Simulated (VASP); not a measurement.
A run of VASP 6.6.1 is set up as follows.

Contents of INCAR:

```
SYSTEM = Hf
PREC = Accurate
ENCUT = 520
EDIFF = 1E-6
ISMEAR = 0
SIGMA = 0.05
LREAL = .FALSE.
LASPH = .TRUE.
NELM = 100
ALGO = Fast
ISIF = 2
LWAVE = .FALSE.
LCHARG = .FALSE.
GGA = PE
NBANDS = 11
```

Contents of KPOINTS:

```
Automatic mesh
0
G
  8 8 8
  0 0 0
```

File POSCAR:

```
Hf
1.0
   -1.7733967572      1.7733967572      1.7733967572
    1.7733967572     -1.7733967572      1.7733967572
    1.7733967572      1.7733967572     -1.7733967572
Hf
1
Direct
    0.0000000000      0.0000000000      0.0000000000
```

Potentials or basis: VASP PAW PBE potentials, release 64 (Hf_pv).

Launch:

```sh
$ cat potpaw_PBE.64/Hf_pv/POTCAR > POTCAR
$ mpirun -np 1 vasp_std > vasp.out
```

(1) Estimate the band gap on the k mesh.

(2) Estimate the pressure.

Answers

(1) none (metal or under the smearing width).

(2) -0.6 GPa.
